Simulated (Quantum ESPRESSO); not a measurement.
TaS2:

```
CELL_PARAMETERS angstrom
3.35000 0.00000 0.00000
-1.67500 2.90119 0.00000
0.00000 0.00000 5.86000
ATOMIC_POSITIONS crystal
Ta 0.00000 0.00000 0.00000
S 0.66667 0.33333 0.75000
S 0.33333 0.66667 0.25000
```

| Property | Result |
| --- | --- |
| Program | Quantum ESPRESSO 7.5 |
| Task | phonons |
| Functional | PBEsol |
| Potentials or basis | PseudoDojo 0.4.1 SR PBEsol standard |
| Cutoff | 789 eV |
| Density cutoff | 3157 eV |
| k mesh | 9 × 9 × 5 |
| Occupations | cold, width 0.136 eV |
| Spin | no spin polarisation |
| Mixing beta | 0.5 |
| Most SCF iterations | 120 |
| SCF threshold | 6e-10 Ry |

The atoms were relaxed first, and the response was taken there.

Problem. Which optical modes does the crystal have at the zone centre, and which show in infrared and Raman spectra?

Solution. The optical modes are Eu + Eg + A2u + A1g. Infrared active: Eu + A2u. Raman active: Eg + A1g.

Optical modes at Γ, degenerate ones joined:
| cm⁻¹ | components | symmetry | active in |
| --- | --- | --- | --- |
| 218 | 2 | Eu | IR |
| 264 | 2 | Eg | Raman |
| 365 | 1 | A2u | IR |
| 368 | 1 | A1g | Raman |

Caveat: the mesh is thin for the phonons of a metal.
